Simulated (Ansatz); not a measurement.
Structures of PbO₃: which is lowest?

Plane-wave DFT in Ansatz with scalar-relativistic PAW potentials, cutoff 420 eV, Γ-centred meshes chosen by cell and gap, Gaussian smearing with energies taken to zero width. Every cell was relaxed (cell and atoms) in a run of its own, within the symmetry of its start. Functional: PBE.

Relaxed structures (starts from databases or built by putting these elements on another compound's sites):
A. P6/mmm, 4 atoms in the computed cell, a = 4.050 Å, c = 4.209 Å; sites (symmetry × multiplicity) Pb 6/mmm × 1, O -6m2 × 2 + 6/mmm × 1; start: built
B. Pm-3m, 4 atoms in the computed cell, a = 3.572 Å; sites (symmetry × multiplicity) Pb m-3m × 1, O 4/mm.m × 3; start: built
C. I4/mmm, 4 atoms in the computed cell, a = 3.211 Å, c = 9.143 Å; sites (symmetry × multiplicity) Pb 4/mmm × 2, O -4m2 × 4 + 4/mmm × 2; start: built

**Question.** Rank them by energy. Could pressure change the order?

**Answer.**
| structure | group | E − E(lowest) (meV/atom) | V (Å³/atom) | gap on mesh (eV) |
| --- | --- | --- | --- | --- |
| A | P6/mmm | 0.0 | 14.94 | 0.00 |
| C | I4/mmm | 167 | 11.79 | 0.00 |
| B | Pm-3m | 307 | 11.39 | 0.00 |

A is lowest, 167 meV/atom under C. C is denser by 3.16 Å³/atom, so pressure favours it: ΔE/ΔV, with ΔE in eV and 1 eV/Å³ = 160.2 GPa, gives about 8 GPa for equal enthalpy if both cells were rigid, a rough figure since the two compress differently. Other structures may lie lower than all of these, and vibrations aren't counted.

Spin-orbit coupling is left out, which matters for the bands of heavy elements. For Tl, Pb and Bi spin-orbit coupling shifts energies too.